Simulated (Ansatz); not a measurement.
AlN built on the zincblende prototype, relaxed with r2SCAN in the PAW code Ansatz. The symmetry is F-43m (No. 216, cubic); conventional cell a = 4.370 Å, 10.43 Å³ an atom. Al has 4 N at 1.89 Å; N has 4 Al at 1.89 Å.

The axes x, y and z are those of this cell:
```
CELL_PARAMETERS angstrom
0.00000 2.18488 2.18488
2.18488 0.00000 2.18488
2.18488 2.18488 0.00000
ATOMIC_POSITIONS crystal
Al 0.00000 0.00000 0.00000
N 0.25000 0.25000 0.25000
```

Unstrained: With PBE the valence top lies at Γ and the conduction bottom at X, 3.325 eV higher; the smallest vertical gap, at Γ, is 4.176 eV. With r2SCAN the valence top lies at Γ and the conduction bottom at X, 3.941 eV higher; the smallest vertical gap, at Γ, is 4.842 eV. HSE06 gives an indirect gap of 4.552 eV, from Γ to X; the least direct gap is 5.547 eV at Γ. Meshes: PBE 10×10×10, r2SCAN 10×10×10, HSE06 8×8×8. Strains are changes of length per length. After each strain the atoms were relaxed again with r2SCAN within the symmetry that the strain leaves, so tilts or polar shifts that break it weren't tested; points keep the names that they have in the unstrained zone. The values are computed, spin-unpolarised, and not measurements.

(1) Estimate what isotropic +3.31 % on every length does to the gap.

(2) One strain changed the r2SCAN stress by xx -10.38, yy -10.38, zz -0.01 GPa (compression positive) and the gap by -0.421 eV (PBE), -0.441 eV (r2SCAN), -0.451 eV (HSE06). Which kind of strain was it, and roughly how large?

(3) Apply epitaxial -3.45 % in the plane normal to [111], free normal strain +1.20 %. How far does the gap move, against the unstrained cell?

Results:

(1) PBE: the gap goes from 3.325 to 3.267 eV (-0.058 eV). r2SCAN: the gap goes from 3.941 to 3.854 eV (-0.087 eV). HSE06: the gap goes from 4.552 to 4.447 eV (-0.105 eV). The r2SCAN energy rises by 61.5 meV an atom.

(2) Epitaxial +4.16 % in the xy plane, free normal strain -4.86 %. The pattern of the stress gives the kind; the size needs the stiffness, so it is an estimate.

(3) PBE: the gap goes from 3.325 to 3.154 eV (-0.171 eV); with r2SCAN the top three valence levels at Γ, degenerate before, become 2+1 from the top over 477 meV. r2SCAN: the gap goes from 3.941 to 3.781 eV (-0.160 eV). HSE06: the gap goes from 4.552 to 4.407 eV (-0.145 eV). The r2SCAN energy rises by 43.7 meV an atom.

The meshes of the hybrids are coarse, so their gaps aren't converged to the digits shown.

The splittings at Γ are without spin-orbit coupling, which regroups them where it is of like size or larger.
